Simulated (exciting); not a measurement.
Here is an exciting (release sodium) calculation.

input.xml

```xml
<input>
  <title>Re</title>
  <structure speciespath="./" tshift="false">
    <crystal scale="1">
      <basevect>5.227714529088 0.000000000000 0.000000000000</basevect>
      <basevect>-2.613857264450 4.527333585873 0.000000000000</basevect>
      <basevect>0.000000000000 0.000000000000 16.891969222837</basevect>
    </crystal>
    <species speciesfile="Re.xml" rmt="2.3">
      <atom coord="0.666666666700 0.333333333300 0.750000000000"/>
      <atom coord="0.000000000000 0.000000000000 0.500000000000"/>
      <atom coord="0.333333333300 0.666666666700 0.250000000000"/>
      <atom coord="0.000000000000 0.000000000000 0.000000000000"/>
    </species>
  </structure>
  <groundstate do="fromscratch" ngridk="11 11 3" rgkmax="9" gmaxvr="14" lmaxapw="10" lmaxmat="10" lmaxvr="8" xctype="GGA_PBE" stype="Gaussian" swidth="0.00040424" nempty="30" ValenceRelativity="iora*" epsengy="1e-05" epspot="1e-05" maxscl="60" tforce="true" outputlevel="normal"/>
  <properties>
    <chargedensityplot>
      <plot3d>
        <box grid="14 14 45">
          <origin coord="0 0 0"/>
          <point coord="1 0 0"/>
          <point coord="0 1 0"/>
          <point coord="0 0 1"/>
        </box>
      </plot3d>
    </chargedensityplot>
    <elfplot>
      <plot3d>
        <box grid="14 14 45">
          <origin coord="0 0 0"/>
          <point coord="1 0 0"/>
          <point coord="0 1 0"/>
          <point coord="0 0 1"/>
        </box>
      </plot3d>
    </elfplot>
    <exccplot>
      <plot3d>
        <box grid="14 14 45">
          <origin coord="0 0 0"/>
          <point coord="1 0 0"/>
          <point coord="0 1 0"/>
          <point coord="0 0 1"/>
        </box>
      </plot3d>
    </exccplot>
  </properties>
</input>
```

Potentials or basis: all-electron LAPW+lo, shipped species files, valence relativity iora*.

Run with:

```sh
$ OMP_NUM_THREADS=1 exciting_smp
```

(1) What does it give for the band gap on the k mesh?

## Answers

(1) none (metal or under the smearing width).
